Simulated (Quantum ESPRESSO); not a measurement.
## Sn: zone-centre phonons under several settings

```
CELL_PARAMETERS angstrom
0.00000 3.23334 3.23334
3.23334 0.00000 3.23334
3.23334 3.23334 0.00000
ATOMIC_POSITIONS crystal
Sn 0.75000 0.75000 0.75000
Sn 0.50000 0.50000 0.50000
```

This isn't the form of Sn at room conditions, which is tetragonal (white tin).

All runs used Quantum ESPRESSO 7.5; k mesh 7 × 7 × 7; no spin polarisation; occupations cold, width 0.2 eV.

```csv
level,potentials,geometry,cutoff (eV),volume (Å³/atom),pressure (GPa),lowest optical mode without the field (cm⁻¹)
PBEsol,GBRV 1.5 PBEsol,relaxed cell,925,?,-0.1,?
PBEsol,PseudoDojo 0.4.1 SR PBEsol standard,relaxed cell,980,35.01,0.0,173
PBEsol,PseudoDojo 0.4.1 SR PBEsol standard,"given cell, atoms relaxed",980,33.80,1.6,186
```

What stands in the row left open?

Volume 34.84 Å³/atom; lowest optical mode without the field 174 cm⁻¹.
